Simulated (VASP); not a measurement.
The system is NaI.

```
I Na
1.0
     0.00000    3.23640    3.23640
     3.23640    0.00000    3.23640
     3.23640    3.23640    0.00000
I Na
1 1
Direct
  0.50000 0.50000 0.50000
  0.00000 0.00000 0.00000
```

Program: VASP 6.6.1. Alike in all runs: potentials or basis VASP PAW PBE potentials, release 64 (I, Na_pv); no spin polarisation; cell as given; k mesh 7 × 7 × 7; cutoff (eV) 520. Hardware: 1 thread of Intel(R) Xeon(R) 6975P-C (Granite Rapids) (shared host).

Question: Order these runs on this cell by their wall time, lowest first.
A. task band structure; level LAK; smearing fermi-dirac 0.05 eV
B. task band structure; level TB-mBJ; smearing fermi-dirac 0.05 eV
C. task single point; level PBE; smearing gaussian 0.012 eV

Answer: C (9.2 s), B (80 s), A (160 s).
